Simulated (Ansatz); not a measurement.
## Kick test of a cell of Li

The cell was reached from a generator's guess, though it ends in a space group that the Crystallography Open Database lists for this formula.

Level of theory: DFT PBE, scalar-relativistic, plane waves, PAW in Ansatz. Settings: cutoff 420 eV, Γ-centred mesh 12×12×16 on the computed 3-atom cell, Gaussian smearing of 0.10 eV; no spin polarisation.

The cell below (3 atoms, space group P6/mmm (No. 191)) is relaxed within its symmetry.

```xyz
3
Lattice="4.9218 0.0000 0.0000 -2.4609 4.2624 0.0000 0.0000 0.0000 2.8980" Properties=species:S:1:pos:R:3 pbc="T T T"
Li    0.0000    0.0000    0.0000
Li    2.4609    1.4208    1.4490
Li    0.0000    2.8416    1.4490
```

For the test a repeat of it with 6 atoms (edges 4.92, 4.92, 5.80 Å) was strained at random (σ = 1.5 % a component), the atoms were moved at random (σ = 0.15 Å), and all was relaxed again on a coarse 6×6×4 mesh (in the run’s order of axes) with 0.20 eV smearing, with no symmetry imposed.

Question: Does it come back?

Answer: It doesn't return. The energy falls by 9 meV/atom on that mesh, the volume changes by 0.0 %, and the end has space group Im-3m (No. 229) at a loose tolerance. Relaxed again on a 22×22×22 mesh with 0.10 eV smearing, the new structure lies 12 meV/atom below the first (mesh in the axes of the run's cell; the cell below is made exact in the group named). Space group Im-3m (No. 229), cubic, a = 3.435 Å. Li is surrounded by 8 Li at 2.98 Å and 6 Li at 3.44 Å.

```
Li
1.0
    -1.71764    1.71764    1.71764
     1.71764   -1.71764    1.71764
     1.71764    1.71764   -1.71764
Li
1
Direct
  0.00000 0.00000 0.00000
```
